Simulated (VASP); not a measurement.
A run of VASP 6.6.1:

Contents of INCAR:

```
ALGO = Normal
EDIFF = 1E-7
ENCUT = 520
GGA = PE
ISIF = 2
ISMEAR = -1
LASPH = T
LCHARG = T
LELF = T
LREAL = F
LVHAR = T
LWAVE = F
NBANDS = 12
NELM = 100
PREC = Accurate
SIGMA = 0.05
```

Contents of KPOINTS:

```
k-points
0
Gamma
  13 13 13
```

POSCAR

```
Tl
1.0
   -1.9410000000      1.9410000000      1.9410000000
    1.9410000000     -1.9410000000      1.9410000000
    1.9410000000      1.9410000000     -1.9410000000
Tl
1
Direct
    0.0000000000      0.0000000000      0.0000000000
```

Potentials or basis: VASP PAW PBE potentials, release 64 (Tl_d).

Command:

```sh
$ cat potpaw_PBE.64/Tl_d/POTCAR > POTCAR
$ mpirun -np 1 vasp_std > vasp.out
```

Hardware: 1 thread of Intel(R) Xeon(R) Platinum 8488C (Sapphire Rapids), with other jobs on the host.

Problem. Estimate the wall time of this run.

Solution. It took 16 s on 1 thread of Intel(R) Xeon(R) Platinum 8488C (Sapphire Rapids) (shared host), peak memory 0.17 GiB. Counts: scf iterations 11, k points 84.
